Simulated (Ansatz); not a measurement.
Input of an Ansatz 0.2.0 run:

File input.yaml:

```yaml
crystal:
  lattice:
    - [-1.582345, 1.582345, 1.582345]
    - [1.582345, -1.582345, 1.582345]
    - [1.582345, 1.582345, -1.582345]
  atoms:
    - { symbol: W, position: [0.0, 0.0, 0.0] }
kpoints:
  mp_grid: { grid: [12, 12, 12] }
scf:
  occupations: { method: gaussian, width: 0.025 }
hamiltonian:
  xc: pbe
  pseudopotentials: { kind: all_electron, lapw: { basis_error: 0.001 } }
output:
  forces: true
  stress: true
  eigenvalues: true
```

Potentials or basis: all-electron LAPW, scalar-relativistic.

The run is started by

```bash
$ ansatz run input.yaml --threads 1 --pin off --max-ram 3072MiB --backend cpu --events-out ev --progress --plain --runs-dir out
```

Problem. Predict the pressure.

Solution. 6.1 GPa.

Problem. Estimate the band gap on the k mesh.

Solution. None (metal or under the smearing width).

The run has no spin-orbit coupling, so splittings on W are missing.
